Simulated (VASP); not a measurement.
A run of VASP 6.6.1:

Contents of INCAR:

```
PREC = Accurate ; ENCUT = 520
EDIFF = 1E-7 ; ISMEAR = -1
SIGMA = 0.05 ; LREAL = False
LASPH = True ; NELM = 100
ALGO = Fast ; ISIF = 2
LWAVE = False ; LCHARG = False
GGA = CA ; NBANDS = 20
```

The input KPOINTS:

```
Automatic mesh
0
Gamma
  8 8 4
```

POSCAR

```
Ta2C
1.0
    3.1059000000      0.0000000000      0.0000000000
   -1.5529500000      2.6897883000      0.0000000000
    0.0000000000      0.0000000000      4.9464000000
Ta C
2 1
Direct
    0.3333333333      0.6666666667      0.2520099992
    0.6666666667      0.3333333333      0.7479900008
    0.0000000000      0.0000000000      0.0000000000
```

Potentials or basis: VASP PAW LDA potentials, release 64 (Ta_pv, C).

Run with:

```sh
$ cat potpaw_LDA.64/Ta_pv/POTCAR potpaw_LDA.64/C/POTCAR > POTCAR
$ mpirun -np 1 vasp_std > vasp.out
```

Hardware: 1 thread of Intel(R) Xeon(R) Platinum 8488C (Sapphire Rapids), with other jobs on the host.

How long does it take, and how much memory?

Run time: 17 s on 1 thread of Intel(R) Xeon(R) Platinum 8488C (Sapphire Rapids), on a shared host, peak memory 0.15 GiB. Counts: scf iterations 16, k points 35.
